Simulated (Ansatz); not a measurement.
## Os in Ansatz: the effect of functional

Os:

```
Os
1.0
     2.77008    0.00000    0.00000
    -1.38504    2.39896    0.00000
     0.00000    0.00000    4.37654
Os
2
Direct
  0.66667 0.33333 0.75000
  0.33333 0.66667 0.25000
```

The cell isn't the ideal one: volume scaled by 1.04.

Alike in all runs:

| Quantity | Value |
| --- | --- |
| Program | Ansatz 0.2.0 |
| Task | single point |
| Potentials or basis | Ansatz PAW |
| k mesh | 11 × 11 × 6 |
| Occupations | fermi-dirac, width 0.05 eV |
| Spin | no spin polarisation |

```csv
functional,cutoff,pressure (GPa)
LDA,420 eV (not typed: the program's choice for these potentials),?
r2SCAN,500 eV (not typed: the program's choice for these potentials),-14.4
PBE,420 eV (not typed: the program's choice for these potentials),-6.9
```

**Question.** What does the run with functional LDA give?

**Answer.** Pressure -23.1 GPa.

Caveats: the PAW data sets come from PBE, with cores solved anew for the run's functional, which leaves a small shift of forces and pressure (some runs).
